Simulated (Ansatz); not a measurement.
The geometry is COD entry 1538296, unchecked; take it as a test cell.

HgTe: DFT, PBEsol, all-electron LAPW, scalar-relativistic (Ansatz 0.2.0).

Command: `ansatz run input.yaml --threads 1 --pin off --max-ram 3072MiB --backend cpu --events-out ev --progress --plain --runs-dir out` The run took 31 s on 1 thread of Intel(R) Xeon(R) 6975P-C (Granite Rapids), with other jobs on the host, peak memory 0.51 GiB.

```yaml
crystal:
  lattice:
    - [0.0, 2.9215, 2.9215]
    - [2.9215, 0.0, 2.9215]
    - [2.9215, 2.9215, 0.0]
  atoms:
    - { symbol: Hg, position: [0.0, 0.0, 0.0] }
    - { symbol: Te, position: [0.5, 0.5, 0.5] }
kpoints:
  mp_grid: { grid: [12, 12, 12] }
  band_path:
    path:
      - [0.0, 0.0, 0.0]
      - [0.5, 0.0, 0.5]
      - [0.625, 0.25, 0.625]
      - [0.375, 0.375, 0.75]
      - [0.0, 0.0, 0.0]
      - [0.5, 0.5, 0.5]
      - [0.5, 0.25, 0.75]
      - [0.5, 0.0, 0.5]
    npoints: 14
scf:
  occupations: { method: fermi_dirac, width: 0.08 }
hamiltonian:
  xc: pbesol
  pseudopotentials: { kind: all_electron, lapw: { basis_error: 0.001 } }
output:
  forces: true
  stress: true
  eigenvalues: true
  fatbands: true
  populations: true
  dos: { projected: true, de: 0.2, e_range: [-14, 8] }
```

Output:

```
Hg: projections on atomic orbitals take those of the free atom 1s2 2s2 2p6 3s2 3p6 3d10 4s2 4p6 4d10 4f14 5s2 5p6 5d10 6s2, of charge +0.00 (hamiltonian.pseudopotentials.projection_atoms)
Te: projections on atomic orbitals take those of the free atom 1s2 2s2 2p6 3s2 3p6 3d10 4s2 4p6 4d10 5s2 5p4, of charge +0.00 (hamiltonian.pseudopotentials.projection_atoms)
LAPW: plane waves up to 7.812 Å⁻¹, error target 1.0e-3 eV per atom; small_component_spin mean_spin; Te in spheres of 1.437 Å, 24 of its electrons in bands, Dirac shells []; Hg in spheres of 1.485 Å, 34 of its electrons in bands, Dirac shells []
Engine: ansatz 0.2.0
Pseudopotentials: kind: all_electron
Pseudopotential: Hg, LAPW, valence charge 34, Koelling and Harmon's equation, gaussian nucleus
Pseudopotential: Te, LAPW, valence charge 24, Koelling and Harmon's equation, gaussian nucleus
Functional definition: PBEsol
  exchange = pbesol_x
  correlation = pbesol_c
Crystal: 2 atoms, lattice volume = 49.871 Å³
Basis set: ecut = 232.4872892717267 eV, 411 PW (Γ), exchange–correlation at level 2
Bands: 35, of which v1, the nominal top of the filled ones, is band 29 counted from 1 (28 counted from 0)
Symmetry: 48 space group operations
Space group: Fm-3m (ITA 225), of the structure as read, at distance tolerance 3.7e-5 Å
k-points: 72 of 1728
Non-local potential: Hg, projectors of the file, none
Non-local potential: Te, projectors of the file, none
Initial density: superposition of atomic densities (chi_scale 0.1, normalization cell, long waves kept (reshape's long-wave potential 0.00 eV rms))
Initial wavefunctions: plane waves of lowest kinetic energy (no species holds an atomic orbital)
Functional: x = pbesol(κ = 0.804, μ = 0.12345679012345678), c = pbesol(β = 0.046)
iter 1 solved again at ethr=5.24e-4 eV; its pass at ethr=1.00e-1 eV (dr2=3.04e-1 eV) is discarded
SCF iter   1: F=—  HF=-718490.669201 eV  |F-HF|=—  |Δ(HF+E_count)|=         —  Δρ=1.86e-2  dr2=3.04e-1  ethr=5.24e-4  ⟨swp⟩=2.6  Hψ=15610  notcnv=0
preconditioner: auto → Kerker (q_TF=auto, 2.798 Å⁻¹)  [metal: Δε(μ)=0.072 eV  Ē_g=12.328 eV  σ=0.080 eV  W_gap=0.22  n_scr=14 (ndim 8)  ℏωp=22.3 eV  f_vac=0.070  D(μ)=0.93/eV (n_scr^D=0)]
SCF iter   2: F=—  HF=-718490.455425 eV  |F-HF|=—  |Δ(HF+E_count)|=   2.14e-1  Δρ=7.90e-3  dr2=5.18e-2  ethr=5.24e-4  ⟨swp⟩=2.0  Hψ=7702  notcnv=0
preconditioner: auto → LDOS  [metal: Δε(μ)=0.088 eV  Ē_g=12.772 eV  σ=0.080 eV  W_gap=0.26  n_scr=14 (ndim 8)  ℏωp=22.3 eV  f_vac=0.066  D(μ)=1.06/eV (n_scr^D=8)  β→1.0]
iter 3 solved again at ethr=8.92e-6 eV; its pass at ethr=8.94e-5 eV (dr2=5.18e-3 eV) is discarded
SCF iter   3: F=—  HF=-718490.440596 eV  |F-HF|=—  |Δ(HF+E_count)|=   1.48e-2  Δρ=2.55e-3  dr2=5.17e-3  ethr=8.92e-6  ⟨swp⟩=2.0  Hψ=12422  notcnv=0
SCF iter   4: F=—  HF=-718490.433774 eV  |F-HF|=—  |Δ(HF+E_count)|=   6.82e-3  Δρ=6.01e-4  dr2=2.48e-4  ethr=8.91e-6  ⟨swp⟩=2.1  Hψ=7304  notcnv=0
SCF iter   5: F=—  HF=-718490.433228 eV  |F-HF|=—  |Δ(HF+E_count)|=   5.46e-4  Δρ=1.36e-4  dr2=8.90e-6  ethr=4.28e-7  ⟨swp⟩=2.0  Hψ=7293  notcnv=0
SCF iter   6: F=—  HF=-718490.433227 eV  |F-HF|=—  |Δ(HF+E_count)|=   9.36e-7  Δρ=2.53e-5  dr2=1.69e-7  ethr=1.53e-8  ⟨swp⟩=2.0  Hψ=7292  notcnv=0
SCF iter   7: F=-718490.433228 eV  HF=-718490.433228 eV  |F-HF|=2.77e-8  |Δ(HF+E_count)|=   2.94e-7  Δρ=5.64e-6  dr2=6.78e-9  ethr=2.91e-10  ⟨swp⟩=3.0  Hψ=7556  notcnv=0
SCF 1 converged in 7 iterations: F = -718490.433228 eV  dr2 = 6.78e-9
NSCF: frozen V_eff on 99 k-points
SCF converged after 7 iterations
Free energy (F): -718490.433228 eV
Harris-Foulkes:  -718490.433228 eV  (|F-HF|=2.77e-8)
Internal energy: -718490.409612 eV  (E = F + TS)
E sigma→0 (E₀):  -718490.421420 eV
Entropy (-TS):   -0.023615 eV (-11.808 meV/atom)
Fermi energy:    16.241674 eV
--- Per-component energies (eV) ---
  E_band       = -2429.191650
  E_kinetic    = 805668.113172
  E_xc         = -14702.263173
  E_electrostatic = -1509456.259612  (all electrons and nuclei)
  E_smearing   = -0.023615  (= −TS)
  E_closure    = 0.000000  (closes the sum)
  E_atoms      = -718486.292521  (free atoms, spherical and without spin; not in F)
  Σ components = -718490.433228   (vs F -718490.433228, Δ=0.00e0)
  Basis errors (estimates in eV, not in F): energy 3.3e-4 per atom: plane waves 3.2e-4 (1.7e-4 summed), levels above the bands 5.8e-46, relativity 1.0e-8, radial functions 6.1e-6, core shells 1.1e-6; eigenvalues (radial functions only) 3.6e-6; not estimated: angular momenta, meshes, grids; target (lapw.basis_error) 1.0e-3; muffin-tin radii Te 1.437 Å, Hg 1.485 Å
--- Forces (eV/Å), atoms counted from 1 ---
  atom   1  Hg    -0.00000000     0.00000000    -0.00000000
  atom   2  Te     0.00000000    -0.00000000     0.00000000
  max |Σ_I F_I| component: 2.37e-30 eV/Å
--- Stress (GPa, compression-positive) ---
        6.068177       0.000000       0.000000
        0.000000       6.068177       0.000000
        0.000000       0.000000       6.068177
  P = ⅓ Tr σ = 6.0682 GPa (60.682 kbar)
--- Band table (eV; the first three rows and the last of 72) ---
  k-point 0: bands = ["-143.0533", "-98.8976", "-93.1586", "-93.1586", "-93.1586", "-76.8658", "-76.8658", "-76.8658", "-76.8657", "-76.8657", "-76.8657", "-76.8655", "-47.2922", "-47.2922", "-47.2922", "-20.6104", "-20.6104", "-20.6045", "-20.6045", "-20.6045", "3.2038", "9.0453", "9.0453", "9.1073", "9.1073", "9.1073", "15.3358", "15.3358", "15.3358", "15.8530", "23.8962", "24.0380", "24.0380", "24.0380", "24.2622"]
  k-point 1: bands = ["-143.0533", "-98.8976", "-93.1586", "-93.1586", "-93.1586", "-76.8658", "-76.8658", "-76.8658", "-76.8657", "-76.8657", "-76.8657", "-76.8655", "-47.2923", "-47.2922", "-47.2922", "-20.6103", "-20.6103", "-20.6044", "-20.6043", "-20.6043", "3.2796", "9.0124", "9.0124", "9.0942", "9.1195", "9.1195", "14.2053", "15.4129", "15.4129", "16.9355", "22.8364", "23.5457", "23.5457", "23.9456", "24.4122"]
  k-point 2: bands = ["-143.0533", "-98.8976", "-93.1586", "-93.1586", "-93.1586", "-76.8658", "-76.8658", "-76.8658", "-76.8657", "-76.8657", "-76.8657", "-76.8655", "-47.2924", "-47.2922", "-47.2922", "-20.6101", "-20.6101", "-20.6042", "-20.6040", "-20.6040", "3.5016", "8.9177", "8.9177", "9.0480", "9.1611", "9.1611", "12.9006", "15.6280", "15.6280", "18.0527", "21.7960", "22.6121", "22.6121", "23.7752", "24.7633"]
  k-point 71: bands = ["-143.0533", "-98.8976", "-93.1586", "-93.1586", "-93.1586", "-76.8658", "-76.8658", "-76.8658", "-76.8657", "-76.8657", "-76.8657", "-76.8655", "-47.2928", "-47.2928", "-47.2926", "-20.6108", "-20.6087", "-20.6031", "-20.6031", "-20.6008", "4.7712", "8.7143", "9.0486", "9.0486", "9.4554", "10.1322", "11.3793", "12.2784", "12.2784", "18.4560", "21.0390", "23.0253", "23.0253", "27.5665", "27.5665"]
--- Löwdin populations: 2 sites ---
  site symbol       q [e]
     0     Hg     79.0966
     1     Te     52.6532
  spilling = 0.001896 (of n_electrons = 132.000000)
```

populations.tsv:

```
# site	symbol	l	j	q
# orbitals = lowdin
# n_electrons = 132.000000
# spilling = 0.001896
# projection_atom_Hg: 1s2 2s2 2p6 3s2 3p6 3d10 4s2 4p6 4d10 4f14 5s2 5p6 5d10 6s2
# projection_atom_Te: 1s2 2s2 2p6 3s2 3p6 3d10 4s2 4p6 4d10 5s2 5p4
0	Hg	0_1S	-	2.000000
0	Hg	0_2S	-	1.999996
0	Hg	0_3S	-	1.999954
0	Hg	0_4S	-	1.999541
0	Hg	0_5S	-	1.993677
0	Hg	0_6S	-	1.192474
0	Hg	1_2P	-	6.000000
0	Hg	1_3P	-	5.999999
0	Hg	1_4P	-	5.999991
0	Hg	1_5P	-	5.999227
0	Hg	2_3D	-	10.000000
0	Hg	2_4D	-	9.999996
0	Hg	2_5D	-	9.911758
0	Hg	3_4F	-	13.999997
1	Te	0_1S	-	2.000000
1	Te	0_2S	-	1.999997
1	Te	0_3S	-	1.999958
1	Te	0_4S	-	1.999454
1	Te	0_5S	-	1.952536
1	Te	1_2P	-	6.000000
1	Te	1_3P	-	5.999992
1	Te	1_4P	-	5.999536
1	Te	1_5P	-	4.702043
1	Te	2_3D	-	9.999998
1	Te	2_4D	-	9.999638
```
